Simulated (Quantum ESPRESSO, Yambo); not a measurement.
# GaP (F-43m): G0W0 with Yambo, start to end, part 3 of 3

Aim: the G0W0 gap of GaP (F-43m) on PBE, step by step.

Quantum ESPRESSO 7.5 and Yambo 5.3.0; PBE and many-body steps on it, plane waves. Known limits of the many-body steps: not at the basis limit; exchange with frozen shells missing; no spin-orbit coupling; coarse k mesh.

So far. Step 3 (Bands along the symmetry lines): The gap is 1.593 eV, −0.060 eV from the run before at this level. Step 4 (Empty states on the mesh, 4×4×4 mesh, 100 bands): On this mesh the gap is 1.653 eV.

**6. Screening and self-energy, 4×4×4 mesh, 100 bands, screening to 129.3 eV**

Now the one-shot GW correction: screening in the RPA, then the self-energy of the levels asked for.

This step: G0W0 on PBE, plane waves, norm-conserving pseudopotentials.

gw1.in

```
HF_and_locXC
gw0
dyson
ppa
em1d
rim_cut
RandQpts= 1000000
RandGvec= 1 RL
EXXRLvcs= 72 Ry
VXCRLvcs= 288 Ry
Chimod= "HARTREE"
% BndsRnXp
 1 | 100 |
%
NGsBlkXp= 9.5 Ry
% LongDrXp
 1 | 1 | 1 |
%
% GbndRnge
 1 | 100 |
%
DysSolver= "n"
ExtendOut
PPAPntXp= 27.21138 eV
% QPkrange
 1 | 8 | 6 | 13 |
%
```

Run with:

```bash
$ OMP_NUM_THREADS=1 mpirun -n 4 yambo -F gw1.in -J gw1 -C gw1 > gw1.log
```

What it wrote:

```text
 Yambo, version 5.3.0

 [02] CORE Variables Setup
 =========================

  [... cell, symmetries and grids as in the set-up ...]

  [02.05] Energies & Occupations
  ==============================

  [X] === General ===
  [X] Electronic Temperature                        :  0.000000  0.000000 [eV K]
  [X] Bosonic    Temperature                        :  0.000000  0.000000 [eV K]
  [X] Finite Temperature mode                       : no
  [X] El. density                                   :  0.44466E+24 [cm-3]
  [X] Fermi Level                                   :  7.619618 [eV]

  [X] === Gaps and Widths ===
  [X] Conduction Band Min                           :  1.652582 [eV]
  [X] Valence Band Max                              :  0.000000 [eV]
  [X] Filled Bands                                  :   9
  [X] Empty Bands                                   :   10  100
  [X] Direct Gap                                    :  1.816923 [eV]
  [X] Direct Gap localized at k                     :  1
  [X] Indirect Gap                                  :  1.652582 [eV]
  [X] Indirect Gap between kpts                     :   1   7
  [X] Last valence band width                       :  3.419614 [eV]
  [X] 1st conduction band width                     :  3.049489 [eV]

 [03] Transferred momenta grid and indexing
 ==========================================

 IBZ Q-points                                      :   8
 BZ  Q-points                                      :   64

 K/Q-points units:
 rlu = crystal or reduced units; cc = cartesian coordinates; iku = interal k-units

 Q [1]          [rlu]:  0.000000  0.000000  0.000000
 Q [2]          [rlu]: -0.25926E-17 -0.25926E-17  0.25000
 Q [3]          [rlu]:  0.51853E-17  0.51853E-17 -0.50000
 Q [4]          [rlu]:  0.17252E-17  0.25000      0.25000
 Q [5]          [rlu]:  0.64517E-16  0.25000      0.50000
 Q [6]          [rlu]:  0.51853E-17  0.25000     -0.25000
 Q [7]          [rlu]: -0.34504E-17 -0.50000     -0.50000
 Q [8]          [rlu]:  0.250000 -0.500000 -0.250000

 [04] Coloumb potential Random Integration (RIM)
 ===============================================

  [04.01] RIM initialization
  ==========================

  * Diagonal components only detected *

  8 x (sBL volume)        :  0.113502 [a.u.]
  sBZ random points       :  1000000
  Points outside the sBZ  :   7987327
  RL volume               :  0.908017 [a.u.]
  Integrated volume       :  0.909458 [a.u.]

  [04.02] RIM integrals
  =====================

  Gamma point sphere radius             :  0.087825 [a.u.]
  Points outside the sphere             :   799513
  [Int_sBZ(q=0) 1/q^2]*(Vol_sBZ)^(-1/3) =:  7.764325
                                 should be <:  7.795600

  Summary of Coulomb integrals for non-metallic bands |Q|[au] RIM/Bare

  Q [1] 0.100000E-4 0.995988 * Q [2] 0.264147 1.066458
  Q [4] 0.305010 1.065091 * Q [6] 0.431350 1.027253
  Q [5] 0.505803 1.020682 * Q [3] 0.528294 1.017918
  Q [7] 0.610021 1.014689 * Q [8] 0.682024 1.011759

 [05] Dipoles
 ============

  [05.01] Setup: observables and procedures
  =========================================

 [06] Dynamic Dielectric Matrix (PPA)
 ====================================

 [WR./gw1//ndb.pp]---------------------------------------------------------------
  Brillouin Zone Q/K grids (IBZ/BZ)                :    8   64    8   64
  RL vectors                                       :   3527 [WF]
  Coulomb cutoff potential                         : none
  Electronic Temperature                           :  0.000000 [K]
  Bosonic    Temperature                           :  0.000000 [K]
  PPA    diel. fun.  energies                      : Perdew, Burke & Ernzerhof(X)+Perdew, Burke & Ernzerhof(C)
  wavefunctions                                    : Perdew, Burke & Ernzerhof(X)+Perdew, Burke & Ernzerhof(C)
  Global Gauge                                     : length
  X matrix size                                    :  169
  X band range                                     :    1  100
  X e/h energy range                               : -1.000000 -1.000000 [eV]
  X Time ordering                                  : R
  X Hxc Kernel                                     : HARTREE
  X Drude frequency                                :  0.000000  0.000000
  X poles                                          :  100.0000 [o/o]
  RL vectors in the sum                            :   3527
  [r,Vnl] included                                 : yes
  Field direction                                  :  0.577350E-5  0.577350E-5  0.577350E-5
  BZ energy Double Grid                            : no
  BZ energy DbGd points                            : 0
  BZ Q point size factor                           : -1.000000
  X Optical Averaged directions                    : none

 [07] Local Exchange-Correlation + Non-Local Fock
 ================================================

 [VXC] Plane waves :  22419
 [EXS] Plane waves :  2837

 QP @ state[ 1 ] K range:   1   8
 QP @ state[ 1 ] b range:   6  13

 [xc] Functional : Perdew, Burke & Ernzerhof(X)+Perdew, Burke & Ernzerhof(C)
 [xc] LIBXC used to calculate xc functional
  PP Number of Atomic Species                      :  2
  NLCC RL compoments                               :  22419
  PP Number of Atomic Species                      :  2
  NLCC RL compoments                               :  22419

 [xc] E_xc :  -10.80912 [Ha]
      E_xc :  -21.61824 [Ry]

  Local XC kind (lXC) : Perdew, Burke & Ernzerhof(X)+Perdew, Burke & Ernzerhof(C)
  Non-Local XC kind (nlXC) : Hartree-Fock

  Corrections @ K [1] :  [eV]
 <6|nlXC|6> = -19.02903 -0.26422E-17 <6|lXC|6> = -11.67511  0.18882E-15
 <7|nlXC|7> = -14.54337 -0.94493E-17 <7|lXC|7> = -12.83810  0.11801E-16
 <8|nlXC|8> = -14.54320  0.18785E-17 <8|lXC|8> = -12.83810  0.000000
 <9|nlXC|9> = -14.54340  0.47871E-17 <9|lXC|9> = -12.83810  0.000000
 <10|nlXC|10> = -7.977676  0.52384E-17 <10|lXC|10> = -12.30555 -0.18882E-15
 <11|nlXC|11> = -6.838773  0.14529E-17 <11|lXC|11> = -10.86249  0.000000
 <12|nlXC|12> = -6.839013  0.30944E-17 <12|lXC|12> = -10.86249 -0.18882E-15
 <13|nlXC|13> = -6.838938 -0.25499E-17 <13|lXC|13> = -10.86249 -0.37763E-15

  Corrections @ K [2] :  [eV]
 <6|nlXC|6> = -19.13081  0.60657E-17 <6|lXC|6> = -12.19610  0.000000
 <7|nlXC|7> = -15.19671  0.11010E-16 <7|lXC|7> = -12.02843 -0.11801E-15
[...]
Corrections @ K [3] :  [eV]
[...]
Corrections @ K [4] :  [eV]
[...]
Corrections @ K [5] :  [eV]
[...]
[... 2 further k-points ...]
  Corrections @ K [8] :  [eV]
[...]
<9|nlXC|9> = -13.92670 -0.12694E-17 <9|lXC|9> = -10.76743 -0.44254E-16
 <10|nlXC|10> = -5.568464 -0.30916E-17 <10|lXC|10> = -10.18464  0.70806E-16
 <11|nlXC|11> = -7.022249 -0.26802E-17 <11|lXC|11> = -12.16872  0.70806E-16
 <12|nlXC|12> = -5.623872 -0.23477E-17 <12|lXC|12> = -10.57294  0.35403E-16
 <13|nlXC|13> = -5.396934  0.94591E-18 <13|lXC|13> = -10.08007 -0.20652E-16

  [07.01] Hartree-Fock occupations report
  =======================================

  [Hartree-Fock] === General ===
  [Hartree-Fock] Electronic Temperature             :  0.000000  0.000000 [eV K]
  [Hartree-Fock] Bosonic    Temperature             :  0.000000  0.000000 [eV K]
  [Hartree-Fock] Finite Temperature mode            : no
  [Hartree-Fock] El. density                        :  0.44466E+24 [cm-3]
  [Hartree-Fock] Fermi Level                        :  7.619618 [eV]

  [Hartree-Fock] === Gaps and Widths ===
  [Hartree-Fock] Conduction Band Min                :  5.445411 [eV]
  [Hartree-Fock] Valence Band Max                   : -1.705299 [eV]
  [Hartree-Fock] Filled Bands                       :   9
  [Hartree-Fock] Empty Bands                        :   10  100
  [Hartree-Fock] Direct Gap                         :  7.850094 [eV]
  [Hartree-Fock] Direct Gap localized at k          :  1
  [Hartree-Fock] Indirect Gap                       :  7.150710 [eV]
  [Hartree-Fock] Indirect Gap between kpts          :   1   7
  [Hartree-Fock] Last valence band width            :  4.873579 [eV]
  [Hartree-Fock] 1st conduction band width          :  3.872833 [eV]

 [08] Dyson equation: Newton solver
 ==================================

  [08.01] G0W0 (W PPA)
  ====================

  [  GW  ] Bands range     :    1  100
  [GW/PPA] G damping       :  0.100000 [eV]

  QP @ state[ 1 ] K range:   1   8
  QP @ state[ 1 ] b range:   6  13

   Sc/G bands                                       :    1  100
   Sc/G damping                                     :  0.100000 ev
   Sc bands terminator                              : no
   Sx RL components                                 :  2837

   QP @ state[ 1 ] K range                          :   1   8
   QP @ state[ 1 ] b range                          :   6  13
   GF energies kind                                 : Perdew, Burke & Ernzerhof(X)+Perdew, Burke & Ernzerhof(C)
   GF WF`s kind                                     : Perdew, Burke & Ernzerhof(X)+Perdew, Burke & Ernzerhof(C)
   Xs energies kind                                 : Perdew, Burke & Ernzerhof(X)+Perdew, Burke & Ernzerhof(C)
   Xs WF`s kind                                     : Perdew, Burke & Ernzerhof(X)+Perdew, Burke & Ernzerhof(C)

 [11] Game Over & Game summary
```

Wall time 2.6 min (4 MPI ranks of Arm Neoverse V1, shared host); peak memory 1.4 GiB.

This step gave:

- G0W0 gap on the mesh: 2.150 eV
- starting gap on the mesh: 1.653 eV
- k of the valence top: 0, 0, 0
- k of the conduction bottom: 0, -0.5, -0.5
- least direct G0W0 gap on the computed points: 2.352 eV
- Z at the valence top: 0.7859
- Z at the conduction bottom: 0.8102

The gap on the mesh goes from 1.65 eV to 2.15 eV, a correction of +0.50 eV.

Limits: finite bands, cutoff and mesh; exchange with frozen shells missing; no spin-orbit coupling; coarse k mesh. v1 is the top filled band, c1 the lowest empty one. Levels before and after the correction, in eV, zero at the valence-band top of each column:

|  | conduction bottom | valence top |
| --- | --- | --- |
| Kohn-Sham | 1.65 | 0.00 |
| G0W0 | 2.15 | 0.00 |

|  | level | energy (eV) |
| --- | --- | --- |
| Kohn-Sham | Γ v3-v1 | 0.000 |
| Kohn-Sham | Γ c1 | 1.817 |
| Kohn-Sham | Γ c2-c3 | 3.887 |
| Kohn-Sham | (0 -0.5 -0.5) v3 | -6.755 |
| Kohn-Sham | (0 -0.5 -0.5) v2-v1 | -2.683 |
| Kohn-Sham | (0 -0.5 -0.5) c1 | 1.653 |
| Kohn-Sham | (0 -0.5 -0.5) c2 | 1.822 |
| Kohn-Sham | (0 -0.5 -0.5) c3 | 10.575 |
| G0W0 | Γ v3-v1 | 0.000 |
| G0W0 | Γ c1 | 2.352 |
| G0W0 | Γ c2-c3 | 4.340 |
| G0W0 | (0 -0.5 -0.5) v3 | -7.094 |
| G0W0 | (0 -0.5 -0.5) v2-v1 | -3.033 |
| G0W0 | (0 -0.5 -0.5) c1 | 2.150 |
| G0W0 | (0 -0.5 -0.5) c2 | 2.436 |
| G0W0 | (0 -0.5 -0.5) c3 | 11.025 |

**7. Where the time went**

Times are wall times on the hardware named with each run, good to a factor of about two.

| step | time | share | memory (GiB) |
| --- | --- | --- | --- |
| ground state | 3.4 s | 2 % | 0.22 |
| bands along the symmetry lines | 3.6 s | 2 % | 0.2 |
| empty states on the mesh | 4.7 s | 3 % | 0.28 |
| conversion and set-up | 2.4 s | 1 % | 0.24 |
| screening and self-energy | 2.6 min | 92 % | 1.4 |

**8. What came out**

```json
{
 "PBE gap": "1.59 eV, indirect",
 "G0W0 gap on the mesh": "2.15 eV",
 "G0W0 gap over the zone (rigid shift)": "2.09 eV",
 "GW settings": "4×4×4 mesh, 100 bands, screening to 129.3 eV, Godby-Needs plasmon pole",
 "known limits": "not at the basis limit; exchange with frozen shells missing; no spin-orbit coupling; coarse k mesh"
}
```

What this shows: G0W0 moves the gap on the mesh from 1.65 eV to 2.15 eV (+0.50 eV), with Z of 0.79 and 0.81 at the edges. The mesh misses the band edges by 0.06 eV in all; a rigid shift gives 2.09 eV for the zone. The dearest step here is «screening and self-energy». Against experiment, by G0W0@PBE: the gap of 2.09 eV lies −0.16 eV from the measured 2.25 ± 0.04 eV (indirect, 300 K, on Si, 2020). The calculation has static nuclei and no excitons; a measured gap holds zero-point and thermal motion, which mostly lowers it. Bands and cutoff are finite, so the gap is not at the basis limit. The miss can reach some tenths of an eV and take either sign; the mesh is an error of its own. A denser mesh or path gives a starting gap of 1.59 eV: the GW mesh misses a band edge, so its gaps are not the fundamental one. The 4×4×4 mesh is coarse for this cell, which bears on the long-range parts of exchange and screening. The norm-conserving file of at least one element keeps a d shell over frozen s and p shells of the same row. Exchange with those shells is missing from the self-energy, an error of 0.3 to 0.9 eV in cases checked, whose sign depends on which edge lies on those atoms. The many-body steps are scalar-relativistic: spin-orbit coupling is not in them.

[Paths, hosts, dates, memory and timing lines, banners, echoed tables and standing remarks are left out of the program output.]

[Logs are printed without paths, hosts, clocks, repeated set-up lines and the standing remarks that a program may print on its own settings, such as how far it seeks lower states.]

[Runs of the session that timed out or met a known fault of the program may be left out.]

[Hosts, paths, dates, database ids (printed as entryN), source tags and the programs' standing remarks are cut or masked in the printed files.]
